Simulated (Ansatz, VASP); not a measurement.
**CoSi: VASP beside Ansatz**

File INCAR:

```
SYSTEM = CoSi
PREC = Accurate
ENCUT = 520
EDIFF = 1E-6
ISMEAR = -1
SIGMA = 0.1
LREAL = .FALSE.
LASPH = .TRUE.
NELM = 100
ALGO = Normal
ISIF = 2
LWAVE = .FALSE.
LCHARG = .FALSE.
GGA = PE
NBANDS = 14
```

File KPOINTS:

```
regular mesh
0
G
  16 16 16
  0 0 0
```

File POSCAR:

```
CoSi
1.0
    0.0000000000      2.2847025792      2.2847025792
    2.2847025792      0.0000000000      2.2847025792
    2.2847025792      2.2847025792      0.0000000000
Co Si
1 1
Direct
    0.0000000000      0.0000000000      0.0000000000
    0.5000000000      0.5000000000      0.5000000000
```

Input for Ansatz:

```yaml
crystal:
  lattice:
    - [0.0, 2.2847025792, 2.2847025792]
    - [2.2847025792, 0.0, 2.2847025792]
    - [2.2847025792, 2.2847025792, 0.0]
  atoms:
    - { symbol: Co, position: [0.0, 0.0, 0.0] }
    - { symbol: Si, position: [0.5, 0.5, 0.5] }
kpoints:
  mp_grid: { grid: [16, 16, 16] }
scf:
  occupations: { method: fermi_dirac, width: 0.1 }
hamiltonian:
  xc: pbe
  pseudopotentials: { kind: all_electron, lapw: { basis_error: 0.001 } }
output:
  forces: true
  stress: true
  eigenvalues: true
  populations: true
```

Change from the starting cell: volume scaled by 0.94, LAPW.

Alike in both runs: task single point; functional PBE; k mesh 16 × 16 × 16; occupations fermi-dirac, width 0.1 eV; no spin polarisation.

|  | VASP | Ansatz |
| --- | --- | --- |
| version | VASP 6.6.1 | Ansatz 0.2.0 |
| potentials or method | VASP PAW PBE potentials, release 64 (Co, Si) | all-electron LAPW, scalar-relativistic |
| plane-wave cutoff (eV) | 520 | see its input |

```csv
,VASP,Ansatz,Ansatz less VASP
pressure (GPa),11.3,11.4,+0.04
```

Ansatz ran all-electron here, so the differences hold the error of VASP's frozen core and of both bases.

Spin polarisation is off, so any magnetic state and its effect on volume and gap are missing.
